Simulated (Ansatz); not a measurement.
## S started in the widest void in wurtzite CdS, 97 atoms, charge −2

All numbers come from Ansatz (PAW, plane waves, no spin–orbit coupling) at the single k point (¼, ¼, ¼) without its symmetry partners. The atoms were relaxed with PBEsol in a fixed cell; other functionals are single points on those atoms unless said otherwise. The valence top and gap of the host come from its small cell on a dense mesh, with the band extrema sought between the mesh points, lined up by the mean potential, PBEsol gap 1.09 eV, HSE06 gap 2.26 eV. The charge correction uses an assumed dielectric constant of 9.0.

Relaxed structure:

```
Cd S
1.0
    12.37050    0.00000    0.00000
     0.00000   14.28423    0.00000
     0.00000    0.00000   13.42126
Cd S
48 49
Direct
  0.16705 0.08187 0.25347
  0.16698 0.06846 0.75259
  0.99659 0.33533 0.25266
  0.01870 0.32195 0.76177
  0.50170 0.08410 0.25288
  0.49898 0.09268 0.74941
  0.33754 0.33534 0.25257
  0.31526 0.32205 0.76190
  0.16705 0.58593 0.25021
  0.16692 0.58304 0.74467
  0.00040 0.83144 0.25048
  0.99371 0.82768 0.74739
  0.83230 0.08409 0.25288
  0.83502 0.09270 0.74939
  0.66710 0.33379 0.24483
  0.66689 0.34631 0.73676
  0.49993 0.58403 0.24296
  0.51635 0.57658 0.73324
  0.33361 0.83135 0.25050
  0.34048 0.82756 0.74725
  0.83412 0.58398 0.24287
  0.81775 0.57675 0.73313
  0.66703 0.82979 0.24989
  0.66702 0.85957 0.76014
  0.99962 0.17040 0.50056
  0.00177 0.16389 0.00562
  0.33429 0.17028 0.50070
  0.33206 0.16390 0.00553
  0.16717 0.41383 0.49689
  0.16685 0.42054 0.00800
  0.00008 0.66659 0.49767
  0.99725 0.66441 0.99274
  0.66695 0.16656 0.49890
  0.66694 0.16956 0.99695
  0.50971 0.42208 0.50926
  0.50102 0.41706 0.99144
  0.33363 0.66662 0.49779
  0.33671 0.66443 0.99265
  0.16695 0.91768 0.50131
  0.16701 0.91190 0.00013
  0.82438 0.42216 0.50953
  0.83284 0.41707 0.99131
  0.66690 0.65973 0.50911
  0.66698 0.66767 0.98887
  0.50333 0.91435 0.50014
  0.49747 0.91984 0.00396
  0.83066 0.91440 0.50021
  0.83643 0.91981 0.00387
  0.00064 0.16653 0.19316
  0.00917 0.16051 0.68867
  0.33345 0.16654 0.19309
  0.32481 0.16057 0.68881
  0.16707 0.41724 0.19495
  0.16694 0.41659 0.68540
  0.00204 0.66755 0.18132
  0.99529 0.66216 0.68588
  0.66703 0.16519 0.18511
  0.66700 0.17158 0.68730
  0.50055 0.41679 0.18090
  0.47550 0.40061 0.70025
  0.33207 0.66750 0.18125
  0.33873 0.66192 0.68599
  0.16706 0.91601 0.18855
  0.16711 0.90475 0.68881
  0.83368 0.41674 0.18082
  0.85835 0.40069 0.70063
  0.66703 0.66675 0.17881
  0.66697 0.69928 0.70109
  0.49995 0.91702 0.19157
  0.49600 0.92627 0.68795
  0.83410 0.91704 0.19150
  0.83811 0.92624 0.68802
  0.16692 0.08469 0.44090
  0.16687 0.07955 0.94100
  0.99453 0.33646 0.44012
  0.00531 0.33063 0.94813
  0.49921 0.08208 0.44025
  0.49901 0.08531 0.93838
  0.33953 0.33625 0.44004
  0.32843 0.33070 0.94824
  0.16688 0.58282 0.43761
  0.16692 0.58288 0.93444
  0.00074 0.83483 0.43829
  0.99846 0.83325 0.93653
  0.83466 0.08211 0.44025
  0.83479 0.08530 0.93837
  0.66705 0.32786 0.42974
  0.66687 0.33358 0.93061
  0.49467 0.58678 0.42753
  0.50175 0.58256 0.92758
  0.33308 0.83483 0.43830
  0.33545 0.83327 0.93643
  0.83897 0.58676 0.42742
  0.83214 0.58260 0.92754
  0.66698 0.82830 0.43808
  0.66690 0.84073 0.94666
  0.66701 0.50427 0.60602
```

Chemical potentials μ are those of reference phases of the elements at zero temperature by the same functional (the usual solids, diamond for C, grey Sn, and the molecules H2, N2, O2, F2, Cl2, Br2 and S8).

```tsv
functional	E(defect) − E(host) − Σ nμ + q·E_VBM (eV)	monopole (eV)	alignment (eV)	formation energy at E_F = VBM (eV)	moment (μB)	wall time, shared host
PBEsol	4.60	0.68	-0.18	5.10	0 (no spin)	8.4 s on NVIDIA GB200 (relaxation)
HSE06	6.33	0.68	-0.15	6.86	0 (no spin)	96 s on NVIDIA GB200
```

HSE06 one-electron levels near the gap (the ten most localised at most), from the host's valence top, not corrected for the charge's images:

```
level (eV)  spin  filling  atoms sharing it  element of the atom with most weight
     -0.29  both     2.00              38.2                                spread
     -0.14  both     2.00              50.0                                spread
     -0.06  both     2.00              42.4                                spread
      0.74  both     2.00               6.7                                     S
      0.85  both     2.00               6.2                                     S
      0.96  both     2.00               6.4                                     S
```

All elements are taken at their own reference at once; growth conditions in equilibrium with the host shift these energies, by up to the host's formation enthalpy.

One k point and a cell of this size can leave errors of several tenths of an eV in such numbers.
